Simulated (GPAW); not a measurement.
Runs of GPAW 26.7.0 on Fe3Ge. It takes space group Pm-3m (No. 221, cubic). Conventional cell: a = 3.661 Å, b = 3.661 Å, c = 3.661 Å, α = 90.00°, β = 90.00°, γ = 90.00°. Ge (site symmetry m-3m) is surrounded by 12 Fe at 2.59 Å. Fe (site symmetry 4/mmm) has 4 Ge at 2.59 Å and 8 Fe at 2.59 Å as nearest neighbours. The cell comes from a database or a generator and needn't be the stable form of this composition.

```tsv
level	gap on the mesh (eV)	pressure (GPa)	moment (μB)	relaxed volume (Å³/atom)
PBEsol	none	-0.1	(a)	11.63
PBEsol+D3(BJ)	none	-0.1	6.17	11.35
PBEsol+D3(BJ)+ATM	none	-0.1	6.19	(b)
PBEsol+D3	none	-0.1	6.17	11.35
PBEsol+D4	none	-0.1	6.20	11.47
```

Alike in all rows: task relaxation of cell and atoms; potentials or basis PAW data sets generated in the run's folder for this functional, pw; spin collinear, ferromagnetic start; cell relaxed; k mesh 7 × 7 × 7; cutoff (eV) 600; smearing fermi-dirac 0.05 eV.

Task: Estimate the missing entries.

Result: (a) 6.24; (b) 11.41.

Caveats: each step starts from the last one's moments, so a moment once lost doesn't come back; later steps reuse the first step's grids; pairwise dispersion overbinds metals, which lowers pressure and volume (some runs).

A k mesh can miss the band edges, and the runs leave out spin-orbit coupling on Ge.

A gap of «none» marks a metal or a gap under the smearing width.
